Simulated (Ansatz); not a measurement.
The system is Ag.

```
Ag
1.0
     2.93000    0.00000    0.00000
    -1.46500    2.53745    0.00000
     0.00000    0.00000    4.79000
Ag
2
Direct
  0.66667 0.33333 0.75000
  0.33333 0.66667 0.25000
```

This isn't the form of Ag at room conditions, which is fcc.

* Program: Ansatz 0.2.0
* Task: single point
* Functional: PBEsol
* Potentials or basis: Ansatz PAW
* Cutoff: 420 eV (not typed: the program's choice for these potentials)
* k mesh: 10 × 10 × 6
* Occupations: fermi-dirac, width 0.05 eV
* Spin: no spin polarisation

On this cell: pressure -6.1 GPa; largest force under 0.003 eV/Å; band gap on the k mesh none (metal or under the smearing width).

The same run follows on a disturbed copy (atoms moved at random, drawn with an rms of 0.05 Å):

```xyz
2
Lattice="2.9300 0.0000 0.0000 -1.4650 2.5375 0.0000 0.0000 0.0000 4.7900" Properties=species:S:1:pos:R:3 pbc="T T T"
Ag    1.4937    0.8883    3.5776
Ag    0.0046    1.7069    1.2002
```

Q: What does the disturbed cell give?

A: The energy (extrapolated to zero smearing) moves by +0.6 meV/atom; pressure -6.1 GPa; largest force 0.083 eV/Å; band gap on the k mesh none (metal or under the smearing width).

Forces on the atoms (eV/Å):
```
Ag  -0.020 -0.021  0.078
Ag   0.020  0.021 -0.078
```

Stress tensor (GPa, compression positive):
```
-5.76  0.13 -0.02
 0.13 -6.04 -0.02
-0.02 -0.02 -6.48
```

Caveats: the PAW data sets come from PBE, with cores solved anew for the run's functional, which leaves a small shift of forces and pressure.
